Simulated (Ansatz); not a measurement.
# BN: what a guessed cell relaxes into

Where does this trial cell of BN go when cell and atoms are let free?

Method: DFT PBE, scalar-relativistic, plane waves, PAW, in Ansatz 0.2.0.

## 1. The structure to begin with

The structure is monoclinic, space group P2_1/m (No. 11). Conventional cell: a = 5.999 Å, b = 2.491 Å, c = 5.999 Å, α = 90.00°, β = 117.58°, γ = 90.00°. Around B (site symmetry m) lie 4 N at 1.46 to 1.49 Å. B (site symmetry m) has 4 N at 1.46 to 1.50 Å as nearest neighbours. B (site symmetry m) has 4 N at 1.43 to 1.50 Å as nearest neighbours. N (site symmetry m) is surrounded by 4 B at 1.46 to 1.49 Å. Around N (site symmetry m) lie 4 B at 1.46 to 1.50 Å. N (site symmetry m) has 4 B at 1.43 to 1.50 Å as nearest neighbours.

Structure file:

```xyz
12
Lattice="5.9990 0.0000 0.0000 0.0000 2.4913 0.0000 -2.7773 0.0000 5.3174" Properties=species:S:1:pos:R:3 pbc="T T T"
B     0.0366    0.6228    0.8492
B     3.1851    1.8685    4.4682
B     1.0657    0.6228    5.2438
B     2.1560    1.8685    0.0736
B     4.2325    1.8685    1.9073
B    -1.0108    0.6228    3.4101
N     0.7358    1.8685    0.4256
N     2.4860    0.6228    4.8918
N     4.1546    1.8685    3.3723
N    -0.9329    0.6228    1.9452
N    -0.2689    0.6228    4.6347
N     3.4906    1.8685    0.6828
```

Recipe of the guess: 4-connected net, two elements alternating (P2_1/m, No. 11). Lengths come from tabulated atomic sizes and are only a guess.

## 2. A first look at the guess

Input file input.yaml:

```yaml
crystal:
  lattice:
    - [5.99901201, 0.0, 0.0]
    - [0.0, 2.49132903, 0.0]
    - [-2.77726245, 0.0, 5.31742027]
  atoms:
    - { symbol: B, position: [0.08004291, 0.25, 0.1597022] }
    - { symbol: B, position: [0.91995709, 0.75, 0.8402978] }
    - { symbol: B, position: [0.63418949, 0.25, 0.98615356] }
    - { symbol: B, position: [0.36581051, 0.75, 0.01384644] }
    - { symbol: B, position: [0.87159838, 0.75, 0.35869266] }
    - { symbol: B, position: [0.12840162, 0.25, 0.64130734] }
    - { symbol: "N", position: [0.1597022, 0.75, 0.08004291] }
    - { symbol: "N", position: [0.8402978, 0.25, 0.91995709] }
    - { symbol: "N", position: [0.98615356, 0.75, 0.63418949] }
    - { symbol: "N", position: [0.01384644, 0.25, 0.36581051] }
    - { symbol: "N", position: [0.35869266, 0.25, 0.87159838] }
    - { symbol: "N", position: [0.64130734, 0.75, 0.12840162] }
basis:
  ecutwfc: 420
kpoints:
  mp_grid: { grid: [4, 8, 4] }
hamiltonian:
  xc: pbe
scf:
  occupations: { method: gaussian, width: 0.1 }
  lower_state_search: "off"
output:
  forces: true
  stress: true
  eigenvalues: true
```

On the command line:

```sh
$ ansatz run input.yaml --threads 1 --pin off --max-ram 2560MiB --backend cpu --events-out ev --progress --plain --runs-dir out
```

What it wrote, cut to the lines that bear on the results:

```text
[...]
SCF converged after 8 iterations
Free energy (F): -3245.355269 eV
[...]
E sigma→0 (E₀):  -3245.355269 eV
Fermi energy:    12.025615 eV
[...]
--- Forces (eV/Å), atoms counted from 1 ---
  atom   1  B      0.77076266    -0.00000000     0.50195329
  atom   2  B     -0.77076266     0.00000000    -0.50195329
  atom   3  B      0.29340481     0.00000000    -0.15035531
  atom   4  B     -0.29340481    -0.00000000     0.15035531
  atom   5  B      0.73796958     0.00000000    -0.12112404
  atom   6  B     -0.73796958    -0.00000000     0.12112404
  atom   7  N      4.34683379    -0.00000000     5.19162810
  atom   8  N     -4.34683379     0.00000000    -5.19162810
[...]
--- Stress (GPa, compression-positive) ---
       68.248772      -0.000000      19.424592
       -0.000000      59.002643      -0.000000
       19.424610      -0.000000      82.835494
  P = ⅓ Tr σ = 70.0290 GPa (700.290 kbar)
--- Band table (eV; the first three rows and the last of 50) ---
[...]
```

It took 19 s on 1 thread of Intel Xeon at 2.50GHz (Skylake/Cascade Lake), shared host; peak memory 0.4 GiB.

Read-out: pressure 70.0 GPa, largest force 6.77 eV/Å, gap on this mesh 4.19 eV. A cheap, loose relaxation comes first.

[end of part 1 of 3]
